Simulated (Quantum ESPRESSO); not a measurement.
A calculation with Quantum ESPRESSO 7.5 of MgS (Niningerite) (ASE script, structure from a POSCAR):

Contents of run.py:

```python
import numpy as np
from ase.calculators.espresso import Espresso, EspressoProfile
from ase.io import read

atoms = read('POSCAR')

input_data = {
    'control': {'calculation': 'scf', 'prefix': 'pwscf', 'outdir': './tmp', 'tprnfor': True, 'tstress': True, 'disk_io': 'nowf'},
    'system': {'ecutwfc': 45.0, 'ecutrho': 360.0, 'nbnd': 14, 'occupations': 'smearing', 'smearing': 'fd', 'degauss': 0.00367493},
    'electrons': {'conv_thr': 4e-10, 'electron_maxstep': 120, 'mixing_beta': 0.5},
}
pseudopotentials = {'S': 's_pbesol_v1.4.uspp.F.UPF', 'Mg': 'mg_pbesol_v1.4.uspp.F.UPF'}
profile = EspressoProfile(command='mpirun -n 2 pw.x -nk 2', pseudo_dir='pseudo')
dft = Espresso(profile=profile, input_data=input_data, pseudopotentials=pseudopotentials, kpts=(9, 9, 9), koffset=(0, 0, 0))
atoms.calc = dft

print(f'energy {atoms.get_potential_energy():.8f} eV')
print('forces (eV/A)')
print(np.round(atoms.get_forces(), 6))
print('stress (eV/A^3, Voigt)')
print(np.round(atoms.get_stress(), 8))
print(f'Fermi level {dft.get_fermi_level():.4f} eV')
```

File POSCAR:

```
MgS
1.0
    0.0000000000      2.6016500000      2.6016500000
    2.6016500000      0.0000000000      2.6016500000
    2.6016500000      2.6016500000      0.0000000000
S Mg
1 1
Direct
    0.5000000000      0.5000000000      0.5000000000
    0.0000000000      0.0000000000      0.0000000000
```

Potentials or basis: GBRV 1.5 PBEsol.

Run with:

```sh
$ OMP_NUM_THREADS=1 python run.py
```

**Question.** Write the same calculation in another form: native input, structure typed inline.

**Answer.** As run:

Contents of pw.in:

```
&CONTROL
  calculation = 'scf'
  prefix = 'pwscf'
  outdir = './tmp'
  pseudo_dir = './pseudo'
  tprnfor = .true.
  tstress = .true.
  disk_io = 'low'
/
&SYSTEM
  ibrav = 0
  nat = 2
  ntyp = 2
  ecutwfc = 45
  ecutrho = 360
  nbnd = 14
  occupations = 'smearing'
  smearing = 'fd'
  degauss = 0.00367493
/
&ELECTRONS
  conv_thr = 4d-10
  electron_maxstep = 120
  mixing_beta = 0.5
/
ATOMIC_SPECIES
S     32.0600 s_pbesol_v1.4.uspp.F.UPF
Mg    24.3050 mg_pbesol_v1.4.uspp.F.UPF
CELL_PARAMETERS angstrom
   0.0000000000    2.6016500000    2.6016500000
   2.6016500000    0.0000000000    2.6016500000
   2.6016500000    2.6016500000    0.0000000000
ATOMIC_POSITIONS crystal
S      0.5000000000    0.5000000000    0.5000000000
Mg     0.0000000000    0.0000000000    0.0000000000
K_POINTS automatic
9 9 9 0 0 0
```

The input pp_density.in:

```
&INPUTPP
  prefix = 'pwscf'
  outdir = './tmp'
  filplot = 'density.dat'
  plot_num = 0
/
&PLOT
  nfile = 1
  filepp(1) = 'density.dat'
  iflag = 3
  output_format = 6
  fileout = 'density.cube'
/
```

Contents of pp_potential.in:

```
&INPUTPP
  prefix = 'pwscf'
  outdir = './tmp'
  filplot = 'potential.dat'
  plot_num = 11
/
&PLOT
  nfile = 1
  filepp(1) = 'potential.dat'
  iflag = 3
  output_format = 6
  fileout = 'potential.cube'
/
```

Potentials or basis: GBRV 1.5 PBEsol.

Command:

```sh
$ OMP_NUM_THREADS=1 mpirun -n 2 pw.x -nk 2 -in pw.in > pw.out
$ OMP_NUM_THREADS=1 mpirun -n 1 pp.x -in pp_density.in > pp_density.out
$ OMP_NUM_THREADS=1 mpirun -n 1 pp.x -in pp_potential.in > pp_potential.out
```

Both were run:

|  | ASE script, structure from a POSCAR | native input, structure typed inline |
| --- | --- | --- |
| Pressure | -1.1 GPa | -1.1 GPa |
| Band gap on the k mesh | 2.84 eV, indirect (least direct gap 3.59 eV) | 2.84 eV, indirect (least direct gap 3.59 eV) |

Keys that steer only the numerical path or the files written may differ.

Caveat: an odd mesh through Γ misses points on the zone boundary, where band edges often lie.
